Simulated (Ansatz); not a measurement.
**Ag: pressure against volume**

Ag, P6_3/mmc, a = 2.871 Å, c = 9.338 Å. This isn't the element's structure at ambient conditions. Ansatz: PBEsol, PAW, 420 eV, Γ-centred 18×18×4 mesh on 4 atoms, Gaussian smearing 0.10 eV; no spin polarisation. Shape and atoms are relaxed at each volume; pressure is positive in compression.

| V (Å³/atom) | P (GPa) |
| --- | --- |
| 14.664 | 21.86 |
| 15.164 | 14.68 |
| 15.664 | ? |
| 16.164 | 3.96 |
| 16.664 | 0.01 |
| 17.164 | -3.22 |
| 17.664 | -5.85 |
| 18.330 | -8.58 |

Task: Take V0 = 16.664 Å³/atom, count pressures from its P0 = 0.01 GPa, fit the third-order Birch–Murnaghan form to the other rows, and predict the missing pressure.

Result: With the Eulerian strain f = ½[(V0/V)^(2/3) − 1] and y = (P − P0)/[3f(1 + 2f)^(5/2)], the form is the line y = B0 + 1.5 B0 (B0′ − 4) f. Rows (f, y): 0.04449, 132.3; 0.03245, 128.8; 0.01026, 122.0; -0.00976, 115.9; -0.01905, 113.0; -0.03077, 109.1. Means f = 0.004603, y = 120.18; Σ(Δf)² = 0.004415, ΣΔfΔy = 1.357; the slope is their ratio. y = 118.8 + 307.3 f GPa, so B0 = 118.8 GPa and B0′ = 4 + 2 × (307.3)/(3 × 118.8) = 5.72. At V = 15.664, f = 0.02106, y = 125.27 and P = 8.78 GPa. The run gave 8.79 GPa, so the fit is 0.01 GPa too low, within the rms miss on the fitted rows (0.02 GPa).